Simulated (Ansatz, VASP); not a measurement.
**TiC: VASP and Ansatz over several settings**

```
CELL_PARAMETERS angstrom
3.04209 0.00000 0.00000
-1.52104 2.63452 0.00000
0.00000 0.00000 2.69797
ATOMIC_POSITIONS crystal
Ti 0.00000 0.00000 0.50000
C 0.33333 0.66667 0.00000
```

The cell was built by a generator and needn't be a form met in nature.

Single points on this cell with VASP 6.6.1 and Ansatz 0.2.0. Each row is one pair of runs. Alike in all rows: spin: off; k mesh: 10 × 10 × 10; VASP's potentials, cutoff: VASP PAW PBE potentials, release 64 (Ti_sv, C), 520 eV; Ansatz's potentials, cutoff: Ansatz PAW, 420 eV.

```csv
level,smearing,"gap on the k mesh at the Fermi level (eV), VASP","gap on the k mesh at the Fermi level (eV), Ansatz","pressure (GPa), VASP","pressure (GPa), Ansatz","largest component of the traceless stress (GPa), VASP","largest component of the traceless stress (GPa), Ansatz"
PBE,"fermi-dirac, width 0.05 eV",none,none,0.1,0.1,0.26,0.26
PBE,"gaussian, width 0.016 eV",none,none,0.3,0.1,0.12,0.14
PBE,"gaussian, width 0.017 eV",none,none,0.1,0.1,0.11,0.13
PBE,"gaussian, width 0.018 eV",none,none,0.1,0.1,0.11,0.13
PBE,"gaussian, width 0.019 eV",none,none,0.3,0.1,0.11,0.12
PBE,"gaussian, width 0.02 eV",?,none,?,0.1,?,0.12
PBE,"gaussian, width 0.021 eV",none,none,0.3,0.1,0.10,0.12
PBE,"gaussian, width 0.022 eV",none,none,0.3,0.1,0.10,0.11
```

Question: Fill in what VASP gave in row 6.

Answer: gap on the k mesh at the Fermi level (eV): none; pressure (GPa): 0.1; largest component of the traceless stress (GPa): 0.10.

A gap of «none» marks a metal or a gap that the smearing closes.
